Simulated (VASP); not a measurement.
# Be (P6_3/mmc) in VASP: notebook

Aim: see how the results for Be move with the level of theory and the settings. Levels: RPBE, PBE, LAK, revPBE. Tasks: single point, relaxation of cell and atoms.

Program: VASP 6.6.1. These are calculated values, not measurements. Logs are shortened: lines on timing, memory, paths and dates and some standing lists are left out, and cuts for length are marked.

**1. The crystal as given**

The structure is hexagonal, space group P6_3/mmc (No. 194). The conventional cell has a = 2.285 Å, b = 2.285 Å, c = 3.584 Å, α = 90.00°, β = 90.00°, γ = 120.00°. Be (site symmetry -6m2) is surrounded by 12 Be at 2.23 to 2.29 Å.

**2. Single point, RPBE**

The input, run.py:

```python
from ase import Atoms
from ase.calculators.vasp import Vasp
from ase.dft.bandgap import bandgap

atoms = Atoms(
    ['Be', 'Be'],
    cell=[[2.2853, 0.0, 0.0], [-1.14265, 1.9791278553, 0.0], [0.0, 0.0, 3.5842]],
    scaled_positions=[[0.6666666667, 0.3333333333, 0.75], [0.3333333333, 0.6666666667, 0.25]],
    pbc=True,
)
calc = Vasp(
    directory='calc',
    xc='rpbe',
    pp='PBE',
    setups='recommended',
    prec='Accurate',
    encut=520,
    ediff=1e-06,
    ismear=0,
    sigma=0.02,
    lreal=False,
    lasph=True,
    nelm=100,
    algo='Normal',
    isif=2,
    lwave=False,
    lcharg=True,
    lelf=True,
    lvhar=True,
    kpts=[13, 13, 8],
    gamma=True,
    nbands=9,
)
atoms.calc = calc

print('energy (eV):', atoms.get_potential_energy())
print('free energy (eV):', atoms.get_potential_energy(force_consistent=True))
print('forces (eV/A):')
print(atoms.get_forces())
print('stress (eV/A^3, Voigt):', atoms.get_stress())
print('Fermi level (eV):', calc.get_fermi_level())
gap, top, bottom = bandgap(calc)
print('band gap (eV):', gap, 'from (spin, k, band)', top, 'to', bottom)
```

Potentials or basis: VASP PAW PBE potentials, release 64 (Be).

The run is started by

```sh
python run.py
```

Standard output:

```text
energy (eV): -7.02653918
free energy (eV): -7.02653918
forces (eV/A):
[[-0.  0.  0.]
 [ 0. -0.  0.]]
stress (eV/A^3, Voigt): [-0.00232945 -0.00232945  0.00015202  0.         -0.         -0.        ]
Fermi level (eV): 6.78035133
band gap (eV): 0.0 from (spin, k, band) (None, None, None) to (None, None, None)
```

OUTCAR:

```text
ENCUT = 520.000000
   EDIFF = 1.00e-06
   GGA = RP
   PREC = Accurate
   ISIF = 2
   ISMEAR = 0
   NELM = 100
   LASPH = .TRUE.
   LREAL = .FALSE.

 ion  position               nearest neighbor table
   1  0.667  0.333  0.750-   2 2.23   2 2.23   2 2.23   2 2.23   2 2.23   2 2.23
   2  0.333  0.667  0.250-   1 2.23   1 2.23   1 2.23   1 2.23   1 2.23   1 2.23

  LATTYP: Found a hexagonal cell.
 ALAT       =     2.2853000000
 C/A-ratio  =     1.5683717674

  Lattice vectors:

 A1 = (   2.2853000000,   0.0000000000,   0.0000000000)
 A2 = (  -1.1426500000,   1.9791278553,   0.0000000000)
 A3 = (   0.0000000000,   0.0000000000,   3.5842000000)

Analysis of symmetry for initial positions (statically):
=====================================================================
 Subroutine PRICEL returns:
 Original cell was already a primitive cell.

 Routine SETGRP: Setting up the symmetry group for a
 hexagonal supercell.

 Subroutine GETGRP returns: Found 24 space group operations
 (whereof 12 operations were pure point group operations)
 out of a pool of 24 trial point group operations.

The static configuration has the point symmetry D_3d.
 The point group associated with its full space group is D_6h.

Analysis of symmetry for dynamics (positions and initial velocities):
=====================================================================
 Subroutine PRICEL returns:
 Original cell was already a primitive cell.

 Routine SETGRP: Setting up the symmetry group for a
 hexagonal supercell.

 Subroutine GETGRP returns: Found 24 space group operations
 (whereof 12 operations were pure point group operations)
 out of a pool of 24 trial point group operations.

The dynamic configuration has the point symmetry D_3d.
 The point group associated with its full space group is D_6h.

 Subroutine INISYM returns: Found 24 space group operations
 (whereof 12 operations are pure point group operations),
 and found     1 'primitive' translations

----------------------------------------------------------------------------------------

                                     Primitive cell

  volume of cell :      16.2110

  direct lattice vectors                    reciprocal lattice vectors
     2.285300000  0.000000000  0.000000000     0.437579311  0.252636533  0.000000000
    -1.142650000  1.979127855  0.000000000     0.000000000  0.505273066  0.000000000
     0.000000000  0.000000000  3.584200000     0.000000000  0.000000000  0.279002288

  length of vectors
     2.285300000  2.285300000  3.584200000     0.505273066  0.505273066  0.279002288

  position of ions in fractional coordinates (direct lattice)
     0.666666667  0.333333333  0.750000000
     0.333333333  0.666666667  0.250000000

  ion indices of the primitive-cell ions
   primitive index   ion index
                 1           1
                 2           2

----------------------------------------------------------------------------------------

 KPOINTS: KPOINTS created by Atomic Simulation Env

Automatic generation of k-mesh.
 Grid dimensions read from file:
 generate k-points for:   13   13    8

 Generating k-lattice:

  Cartesian coordinates                     Fractional coordinates (reciprocal lattice)
     0.033659947  0.019433579  0.000000000     0.076923077  0.000000000  0.000000000
     0.000000000  0.038867159  0.000000000     0.000000000  0.076923077  0.000000000
     0.000000000  0.000000000  0.034875286     0.000000000  0.000000000  0.125000000

  Length of vectors
     0.038867159  0.038867159  0.034875286

  Shift w.r.t. Gamma in fractional coordinates (k-lattice)
     0.000000000  0.000000000  0.000000000

 Subroutine IBZKPT returns following result:
 ===========================================

 Found    105 irreducible k-points:

 Following reciprocal coordinates:
            Coordinates               Weight
  0.000000  0.000000  0.000000      1.000000
  0.076923  0.000000  0.000000      6.000000
  0.153846  0.000000  0.000000      6.000000
  0.230769  0.000000  0.000000      6.000000
  0.307692  0.000000  0.000000      6.000000
  0.384615  0.000000  0.000000      6.000000
[... 42 lines left out ...]
  0.461538  0.000000  0.250000     12.000000
  0.076923  0.076923  0.250000     12.000000
 [... further k-points ...]
   k-points           NKPTS =    105   k-points in BZ     NKDIM =    105   number of bands    NBANDS=      9
   number of dos      NEDOS =    301   number of ions     NIONS =      2
   total plane-waves  NPLWV =   9072
   dimension x,y,z NGX =    18 NGY =   18 NGZ =   28
   dimension x,y,z NGXF=    36 NGYF=   36 NGZF=   56
   ions per type =               2
   NGX,Y,Z   is equivalent  to a cutoff of  13.09, 13.09, 12.99 a.u.
   NGXF,Y,Z  is equivalent  to a cutoff of  26.19, 26.19, 25.97 a.u.
 SYSTEM =  unknown system
   PREC   = accura    normal or accurate (medium, high low for compatibility)
   ISTART =      0    job   : 0-new  1-cont  2-samecut
   ICHARG =      2    charge: 1-file 2-atom 10-const
   ISPIN  =      1    spin polarized calculation?
   LNONCOLLINEAR =      F non collinear calculations
   LSORBIT =      F    spin-orbit coupling
   LASPH  =      T    aspherical Exc in radial PAW
   ENCUT  =  520.0 eV  38.22 Ry    6.18 a.u.   4.25  4.25  6.66*2*pi/ulx,y,z
   NELM   =    100;   NELMIN=  2; NELMDL= -5     # of ELM steps
   EDIFF  = 0.1E-05   stopping-criterion for ELM
[... 12 lines left out ...]
   EMIN   =  10.00;   EMAX   =-10.00  energy-range for DOS
   EFERMI =   0.00;   METHOD = LEGACY
   ISMEAR =     0;   SIGMA  =   0.02  broadening in eV -4-tet -1-fermi 0-gaus
   EFERMI_NEDOS =   21; number of points for ismear=-14 and -15
   IALGO  =     38    algorithm
[... 5 lines left out ...]
  Thomas-Fermi vector in A             =   2.160726
   LORBIT       =      0    0 simple, 1 ext, 2 COOP (PROOUT), +10 PAW based schemes
   GGA     = RP    functional components
   LHFCALC =     F    Hartree Fock is set to
   AEXX    =    0.0000 exact exchange contribution
   IVDW    =     0    specifies the selected vdW correction
   LEPSILON=     F    determine dielectric tensor
   LRPA    =     F    only Hartree local field effects (RPA)
 non-spin polarized calculation
 Gauss-broadening in eV      SIGMA  =   0.02
  energy-cutoff  :      520.00
  volume of cell :       16.21
 maximum number of plane-waves:       454
 NGX is ok and might be reduce to    18
   NGX =  9   NGY =  9   NGZ = 13

 number of electron       4.0000000 magnetization

 Free energy of the ion-electron system (eV)
  ---------------------------------------------------
  ext. energy  EPLUGINS =         0.00000000
  ---------------------------------------------------
  free energy    TOTEN  =        -7.02653918 eV

  energy without entropy =       -7.02653918  energy(sigma->0) =       -7.02653918

 E-fermi :   6.7804     XC(G=0): -10.5248

 val. band max:        6.7144301381   @ k =   0.2308   0.1538   0.0000
 cond. band min:       6.8462716719   @ k =   0.3077   0.1538   0.0000
 fundamental gap:      0.1318415338
 Fermi energy:         6.7803513302

 k-point     1 :       0.0000    0.0000    0.0000
  band No.  band energies     occupation
      1      -4.3480      2.00000
      2       2.6078      2.00000
      3       7.9732      0.00000
      4      22.6808      0.00000
      5      22.6808      0.00000
      6      25.5050      0.00000
      7      25.5050      0.00000
      8      27.7326      0.00000
      9      33.4727      0.00000

 k-point     2 :       0.0769    0.0000    0.0000
  band No.  band energies     occupation
      1      -4.1787      2.00000
      2       2.8264      2.00000
      3       8.0287      0.00000
      4      21.3224      0.00000
      5      21.7236      0.00000
      6      25.5060      0.00000
      7      25.9780      0.00000
      8      27.3864      0.00000
      9      31.2956      0.00000
[... 445 lines left out ...]
 k-point    40 :       0.3077    0.2308    0.1250
  band No.  band energies     occupation
      1       2.0446      2.00000
      2       6.3382      2.00000
      3       8.4341      0.00000
      4      10.7348      0.00000
      5      13.3804      0.00000
      6      15.9310      0.00000
      7      19.9723      0.00000
      8      21.4870      0.00000
      9      23.0633      0.00000

 [... further k-points ...]
[... 5 lines left out ...]
  --------------------------------------------------------------------------------------
  -------------------------------------------------------------------------------------
  Total        0.0377627      0.0377627     -0.0024645     -0.0000000      0.0000000      0.0000000
  in kB        3.7321944      3.7321944     -0.2435702     -0.0000000      0.0000000      0.0000000
  external PRESSURE =       2.4069395 kB  Pullay stress =       0.0000000 kB

 VOLUME and BASIS-vectors are now :
 -----------------------------------------------------------------------------
  energy-cutoff  :      520.00
  volume of cell :       16.21
      direct lattice vectors                 reciprocal lattice vectors
     2.285300000  0.000000000  0.000000000     0.437579311  0.252636533  0.000000000
    -1.142650000  1.979127855  0.000000000     0.000000000  0.505273066  0.000000000
     0.000000000  0.000000000  3.584200000     0.000000000  0.000000000  0.279002288

 POSITION                                       TOTAL-FORCE (eV/Angst)
 -----------------------------------------------------------------------------------
      1.14265      0.65971      2.68815        -0.000000      0.000000      0.000000
     -0.00000      1.31942      0.89605         0.000000     -0.000000      0.000000
 -----------------------------------------------------------------------------------
    total drift:                                0.000000     -0.000000      0.000000

  FREE ENERGIE OF THE ION-ELECTRON SYSTEM (eV)
  ---------------------------------------------------
  free  energy   TOTEN  =        -7.0265391793 eV

  energy  without entropy=       -7.0265391754  energy(sigma->0) =       -7.02653918
```

INCAR:

```text
ENCUT = 520.000000
SIGMA = 0.020000
EDIFF = 1.00e-06
ALGO = Normal
GGA = RP
PREC = Accurate
ISIF = 2
ISMEAR = 0
NBANDS = 9
NELM = 100
LASPH = .TRUE.
LCHARG = .TRUE.
LELF = .TRUE.
LVHAR = .TRUE.
LWAVE = .FALSE.
LREAL = .FALSE.
```

Wall time 14 s (1 thread of Intel Xeon Platinum 8488C (Sapphire Rapids), shared host); peak memory 0.12 GiB.

What came out:

* Free energy: -7.0265 eV
* Pressure: 0.2 GPa
* Band gap on the k mesh: none (metal or under the smearing width)

Caveat: the PAW data sets were made with another functional, which shifts forces and pressure a little.

[end of part 1 of 2]
